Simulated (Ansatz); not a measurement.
## A strain series on CdTe (zincblende): biaxial in x and y, z held

CdTe built on the zincblende prototype, relaxed with r2SCAN in the PAW code Ansatz, then strained (biaxial in x and y, z held; changes of length per length, axes as in the cell below) with the atoms relaxed again within the symmetry that is left. It is cubic, F-43m (No. 216); conventional cell a = 6.560 Å, 35.29 Å³ an atom. Cd is surrounded by 4 Te at 2.84 Å; Te is surrounded by 4 Cd at 2.84 Å. Calculated for a static, non-magnetic cell.

```
CELL_PARAMETERS angstrom
0.00000 3.27996 3.27996
3.27996 0.00000 3.27996
3.27996 3.27996 0.00000
ATOMIC_POSITIONS crystal
Cd 0.00000 0.00000 0.00000
Te 0.25000 0.25000 0.25000
```

Gaps are the least over each mesh (PBE 6×6×6, r2SCAN 6×6×6, HSE06 4×4×4 when unstrained) and the special points, which keep their unstrained names; stress is the change from the unstrained cell, compression positive.

| strain (%) | gap, PBE (eV) | gap, r2SCAN (eV) | gap, HSE06 (eV) | edges, HSE06 | in-plane stress, r2SCAN (GPa) | energy rise, r2SCAN (meV/atom) |
| --- | --- | --- | --- | --- | --- | --- |
| -3.34 | 0.823 | 1.336 | 1.715 | Γ | +3.35 | 22.5 |
| -2.66 | 0.791 | 1.301 | 1.678 | Γ | +2.59 | 14.0 |
| 0.0 | 0.662 | 1.161 | 1.527 | Γ | 0.00 | 0.0 |
| +2.83 | 0.443 | 0.927 | 1.277 | Γ | -2.14 | 14.6 |

Between zero and the nearest strains the slope of the HSE06 gap against strain is -0.057 eV per percent for negative and -0.088 for positive strain.

Spin-orbit coupling is left out, which matters wherever the heavy atoms make up the band edges.

The meshes of the hybrids are coarse, so their gaps aren't converged to the digits shown.
